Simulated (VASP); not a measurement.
Crystal: SnO.

```
CELL_PARAMETERS angstrom
4.12550 0.00000 0.00000
-2.06275 3.57279 0.00000
0.00000 0.00000 5.18540
ATOMIC_POSITIONS crystal
Sn 0.33333 0.66667 0.25000
Sn 0.66667 0.33333 0.75000
O 0.66667 0.33333 0.25000
O 0.33333 0.66667 0.75000
```

The cell was built by a generator and needn't be a form met in nature.

Base run:

```yaml
Program: VASP 6.6.1
Functional: r2SCAN
Potentials_or_basis: VASP PAW PBE potentials, release 64 (Sn_d, O)
Cutoff: 520 eV
k_mesh: 6 × 6 × 4
Occupations: gaussian, width 0.01 eV
Spin: no spin polarisation
```

Its results: band gap on the k mesh 0.57 eV, direct; pressure 0.2 GPa.

Question: The run is repeated on the same cell with these changes: functional from r2SCAN to HSE06; k mesh from 6 × 6 × 4 to 6 × 6 × 2. What comes out?

Answer: Band gap on the k mesh 0.79 eV, direct; pressure 0.3 GPa.

Several settings changed at once, so the effect can't be laid on one alone.

Caveats: some runs use coarse meshes; the PAW data sets were made with another functional, which shifts forces and pressure a little; spin-orbit coupling is left out, which moves the levels of the heavy elements.

A k mesh can miss the band edges.
